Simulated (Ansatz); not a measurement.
# Pb: the cost of one run

Computed with Ansatz 0.2.0 (DFT PBE, scalar-relativistic, plane waves, PAW, unless a step's input says otherwise).

3 further runs of the same task are left out: 3 set aside as unsound or not needed.

## (1) The structure to begin with

Symmetry: P6_3/mmc, No. 194, hexagonal system. The conventional cell has a = 4.268 Å, b = 4.268 Å, c = 7.013 Å, α = 90.00°, β = 90.00°, γ = 120.00°. Around Sr (site symmetry -6m2) lie 12 Sr at 4.27 to 4.29 Å.

Coordinates:

```
Sr
1.0
     4.26776    0.00000    0.00000
    -2.13388    3.69599    0.00000
     0.00000    0.00000    7.01332
Sr
2
Direct
  0.33333 0.66667 0.25000
  0.66667 0.33333 0.75000
```

This cell was relaxed beforehand with the same method: volume 55.31 Å³/atom, gap on the mesh none (metal).

## (2) The substitution Sr → Pb

The start of Pb: fractional positions of relaxed Sr, cell scaled by 0.817, a guess from tabulated radii.

## (3) A first look at the start (Pb)

Contents of input.yaml:

```yaml
crystal:
  lattice:
    - [3.4886579017, 0.0, 0.0]
    - [-1.7443289508, 3.0212663679, 0.0]
    - [0.0, 0.0, 5.7330027493]
  atoms:
    - { symbol: Pb, position: [0.3333333333, 0.6666666667, 0.25] }
    - { symbol: Pb, position: [0.6666666667, 0.3333333333, 0.75] }
basis:
  ecutwfc: 420
kpoints:
  mp_grid: { grid: [6, 6, 4] }
hamiltonian:
  xc: pbe
scf:
  occupations: { method: gaussian, width: 0.1 }
output:
  forces: true
  stress: true
  eigenvalues: true
```

Run with:

```sh
$ ansatz run input.yaml --threads 1 --pin off --max-ram 1331MiB --backend cpu --events-out ev --progress --plain --runs-dir out
```

**Question.** How long does this run take on 1 thread of Arm Neoverse N1, shared host, and how much memory does it need?

About 2.4 s, with a peak of 0.29 GiB.
